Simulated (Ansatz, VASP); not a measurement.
# GaN in VASP and in Ansatz

```xyz
2
Lattice="-0.1075 2.1965 2.1965 2.1965 -0.1075 2.1965 2.1965 2.1965 -0.1075" Properties=species:S:1:pos:R:3 pbc="T T T"
Ga    0.0000    0.0000    0.0000
N     3.2141    3.2141    3.2141
```

Alike in both runs: task single point; functional r2SCAN; k mesh 12 × 12 × 12; occupations gaussian, width 0.05 eV; no spin polarisation.

```csv
,VASP,Ansatz
version,VASP 6.6.1,Ansatz 0.2.0
potentials or method,"VASP PAW PBE potentials, release 64 (Ga_d, N)","scalar-relativistic, plane waves, PAW"
plane-wave cutoff (eV),520,500
valence electrons in the cell,18,18
```

Ansatz gave:

- gap on the k mesh at the Fermi level (eV): 1.90
- least direct gap on the mesh (eV): 1.90
- pressure (GPa): 1.6
- largest component of the traceless stress (GPa): 10.39
- rms of the force components (eV/Å): 0.565

**Question.** Which values does VASP return?

**Answer.** gap on the k mesh at the Fermi level (eV): 1.89; least direct gap on the mesh (eV): 1.89; pressure (GPa): 2.8; largest component of the traceless stress (GPa): 10.52; rms of the force components (eV/Å): 0.580.

Atom by atom the forces differ by 0.015 eV/Å (rms over components).

Caveats: the PAW data sets were made with another functional, which shifts forces and pressure a little (VASP). r2SCAN opens gaps a little over a GGA but as a rule still falls short of measured ones.
